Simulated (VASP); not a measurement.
# InP: band gap, by SMBJ

InP, F-43m (no. 216), 2 atoms in the cell. LMBJ; PAW potentials In_d, P (PBE set).

| SMBJ | Gap on the mesh (eV) | Time (s) |
|---|---|---|
| 1.0 | 1.71 | 69 |
| 1.5 | 1.65 | 74 |
| 2.0 | 1.64 | 88 |
| 3.0 | 1.64 | 112 |
| 4.0 | 1.64 | 133 |

Limits: Spin-orbit coupling is left out, and with elements this heavy it changes the gap.

## Input of the first row

INCAR.step1:
```
SYSTEM = InP
ALGO = Normal ; EDIFF = 1E-5
ENCUT = 520 ; GGA = PE
GGA_COMPAT = .False. ; ISIF = 2
ISMEAR = 0 ; KPAR = 2
LASPH = .True. ; LCHARG = .False.
LREAL = .False. ; LWAVE = .True.
NBANDS = 16 ; NELM = 150
PREC = Accurate ; SIGMA = 0.02
```

INCAR.step2:
```
SYSTEM = InP
ALGO = Normal ; EDIFF = 1E-6
ENCUT = 520 ; GGA_COMPAT = .False.
ISIF = 0 ; ISMEAR = 0
ISTART = 1 ; KPAR = 2
LASPH = .True. ; LCHARG = .False.
LMIXTAU = .True. ; LREAL = .False.
LWAVE = .False. ; METAGGA = LMBJ
NBANDS = 16 ; NELM = 300
PREC = Accurate ; SIGMA = 0.02
SMBJ = 1.0
```

KPOINTS:
```
k-points
0
Gamma
  7 7 7
```

KPOINTS_OPT:
```
path GXWKGLUWLK,UX
10
line-mode
reciprocal
 0.0000000000  0.0000000000  0.0000000000  G
 0.5000000000  0.0000000000  0.5000000000  X

 0.5000000000  0.0000000000  0.5000000000  X
 0.5000000000  0.2500000000  0.7500000000  W

 0.5000000000  0.2500000000  0.7500000000  W
 0.3750000000  0.3750000000  0.7500000000  K

 0.3750000000  0.3750000000  0.7500000000  K
 0.0000000000  0.0000000000  0.0000000000  G

 0.0000000000  0.0000000000  0.0000000000  G
 0.5000000000  0.5000000000  0.5000000000  L

 0.5000000000  0.5000000000  0.5000000000  L
 0.6250000000  0.2500000000  0.6250000000  U

 0.6250000000  0.2500000000  0.6250000000  U
 0.5000000000  0.2500000000  0.7500000000  W

 0.5000000000  0.2500000000  0.7500000000  W
 0.5000000000  0.5000000000  0.5000000000  L

 0.5000000000  0.5000000000  0.5000000000  L
 0.3750000000  0.3750000000  0.7500000000  K

 0.6250000000  0.2500000000  0.6250000000  U
 0.5000000000  0.0000000000  0.5000000000  X
```

POSCAR:
```
InP
1.0
    0.0000000000      2.9305000000      2.9305000000
    2.9305000000      0.0000000000      2.9305000000
    2.9305000000      2.9305000000      0.0000000000
In P
1 1
Direct
    0.0000000000      0.0000000000      0.0000000000
    0.7500000000      0.7500000000      0.7500000000
```

Commands (each step's output is kept before the next begins):
```
cat potpaw_PBE.64/In_d/POTCAR potpaw_PBE.64/P/POTCAR > POTCAR
cp INCAR.step1 INCAR
mpirun -np 2 vasp_std > vasp.out
cp INCAR.step2 INCAR
mpirun -np 2 vasp_std > vasp.out
```

Changes of the last row against the first:
```
(step 2)
- SMBJ = 1.0
+ SMBJ = 4.0
```

VASP 6.6.1 took 69 s on 2 cores (AMD EPYC 7R43 (Zen 3)), a shared host.
